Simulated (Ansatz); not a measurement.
Relaxed Li$_{2}$O (anti-fluorite):

```yaml
crystal:
  lattice:
    - [0.00000, 2.31307, 2.31307]
    - [2.31307, 0.00000, 2.31307]
    - [2.31307, 2.31307, 0.00000]
  atoms:
    - { symbol: O, position: [0.00000, 0.00000, 0.00000] }
    - { symbol: Li, position: [0.25000, 0.25000, 0.25000] }
    - { symbol: Li, position: [0.75000, 0.75000, 0.75000] }
```

A phonon eigenvector at Γ is frozen into this cell: atom i moves by Q times the vector below, so Q is the largest atomic displacement, in Å. The cell is held. It is one choice among 3 degenerate patterns.

```tsv
atom	x	y	z
Li2	0.000	0.000	-1.000
Li3	0.000	0.000	1.000
```

Atoms not listed stay in place.

All values below come from PBE (plane waves to 420 eV, PAW, scalar-relativistic; Ansatz, a first-principles code). k mesh 12×12×12 (Γ-centred), Fermi-Dirac smearing 0.05 eV. E stands for the smeared free energy. Left out: 4 of 13 points, with atoms too close for the PAW data. Li2O was relaxed with its symmetry unable to fall. ΔE is measured from the undisplaced structure.

| Q (Å) | ΔE (meV/cell) |
|---|---|
| -0.1867 | 254.2 |
| -0.1400 | withheld |
| -0.0933 | 60.9 |
| -0.0467 | 15.1 |
| 0.0000 | 0.0 |
| 0.0467 | 15.1 |
| 0.0933 | 60.9 |
| 0.1400 | withheld |
| 0.1867 | 254.2 |

**Question.** Fit an even polynomial form (powers 2, 4) to the given rows and predict ΔE at Q = 0.1400.

**Answer.** Least squares on the 7 given rows: ΔE = (6898)·Q² + (11340)·Q⁴, in meV/cell with Q in Å; root-mean-square residual 0.01 meV/cell. At 0.1400 the fit gives 139.6 meV/cell; the calculation gives 139.5 meV/cell, so the interpolation is off by 0.1 (+0.1 %). The quadratic term alone would give 135.2 meV/cell.

(For displaced atoms, the force is minus the slope of the energy, and its curvature is a force constant, which sets phonon frequencies.)
